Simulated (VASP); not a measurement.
**Ni: equation of state with PBEsol**

Ni:

```
Ni
1.0
     2.44802    0.00000    0.00000
    -1.22401    2.12005    0.00000
     0.00000    0.00000    4.07281
Ni
2
Direct
  0.66667 0.33333 0.75000
  0.33333 0.66667 0.25000
```

This isn't the form of Ni at room conditions, which is fcc.

```
Program             : VASP 6.6.1
Task                : equation of state
Functional          : PBEsol
Potentials or basis : VASP PAW PBE potentials, release 64 (Ni)
Cutoff              : 520 eV
k mesh              : 12 × 12 × 7
Occupations         : fermi-dirac, width 0.05 eV
Spin                : collinear spin, ferromagnetic start
Starting moments    : [1.0, 1.0] μB
```

The equilibrium volume is 10.42 Å³/atom, the bulk modulus at fixed shape and positions is 223 GPa and the pressure derivative of the bulk modulus is 4.8.

Energy against volume, from the lowest point:
| volume (Å³/atom) | energy (meV/atom) |
| --- | --- |
| 9.935 | 16.95 |
| 10.146 | 5.00 |
| 10.357 | 0.00 |
| 10.569 | 1.19 |
| 10.780 | 7.87 |
| 10.992 | 19.42 |
| 11.203 | 35.33 |

All runs of the series together: 3.3 min on 1 thread of Intel(R) Xeon(R) 6975P-C (Granite Rapids) (shared host).

Caveat: the cell was scaled at fixed shape and fractional positions, which overstates the stiffness of a crystal with free parameters, most of all of layers and chains; the PAW data sets were made with another functional, which shifts forces and pressure a little.
